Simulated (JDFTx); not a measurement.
BN:

```
N B
1.0
     2.55394    0.00000    0.00000
    -1.27697    2.21178    0.00000
     0.00000    0.00000    4.22685
N B
2 2
Direct
  0.33333 0.66667 0.12528
  0.66667 0.33333 0.62528
  0.33333 0.66667 0.49972
  0.66667 0.33333 0.99972
```

Measurements of this composition are mostly on another form, of space group No. 194.

| Item | Value |
| --- | --- |
| Program | JDFTx 1.7.0 (patched build) |
| Task | single point |
| Functional | PBE |
| Potentials or basis | PseudoDojo-SR-PBE-0.5-standard |
| Cutoff | 1143 eV |
| Density cutoff | 9143 eV |
| k mesh | 12 × 12 × 6 |
| Occupations | fermi-dirac, width 0.05 eV |
| Spin | no spin polarisation |

On this cell: pressure -0.4 GPa; largest force 0.015 eV/Å; band gap on the k mesh 5.27 eV, indirect (least direct gap 8.29 eV).

The same run follows on a disturbed copy (atoms moved at random, drawn with an rms of 0.05 Å):

```
CELL_PARAMETERS angstrom
2.55394 0.00000 0.00000
-1.27697 2.21178 0.00000
0.00000 0.00000 4.22685
ATOMIC_POSITIONS crystal
N 0.33349 0.65369 0.12233
N 0.66826 0.32131 0.62147
B 0.32327 0.67179 0.48849
B 0.69674 0.34690 0.99522
```

Task: What changes?

Result: The energy moves by +31.5 meV/atom; pressure 0.9 GPa; largest force 1.822 eV/Å; band gap on the k mesh 4.54 eV, indirect (least direct gap 7.43 eV).

Forces in eV/Å, atoms in the order of the input:
```
N    0.736  1.244 -0.353
N   -0.599  0.925 -0.349
B    1.048 -0.826  1.040
B   -1.185 -1.342 -0.338
```

Stress tensor (GPa, compression positive):
```
 1.83  1.09  0.77
 1.09  1.01  1.19
 0.77  1.19 -0.14
```

Caveats: the empty levels aren't tightly converged.

A k mesh can miss the band edges.
